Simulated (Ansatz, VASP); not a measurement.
## Al in VASP and in Ansatz

```
Al
1.0
     0.00000    1.95234    1.95234
     1.95234    0.00000    1.95234
     1.95234    1.95234    0.00000
Al
1
Direct
  0.00000 0.00000 0.00000
```

Alike in both runs: task single point; functional PBEsol; k mesh 22 × 22 × 22; occupations fermi-dirac, width 0.1 eV; no spin polarisation.

```csv
,VASP,Ansatz
version,VASP 6.6.1,Ansatz 0.2.0
potentials or method,"VASP PAW PBE potentials, release 64 (Al)","plane waves (420 eV) with PAW, scalar-relativistic"
plane-wave cutoff (eV),520,420
valence electrons in the cell,3,3
```

```tsv
	VASP	Ansatz	Ansatz less VASP
pressure (GPa)	8.4	8.3	-0.11
```

The functional is the same, so the differences come from potentials, cutoffs and numerics. Ansatz warned: «pseudo_functional_mismatch».

Caveats: the PAW data sets were made with another functional, which shifts forces and pressure a little (VASP).
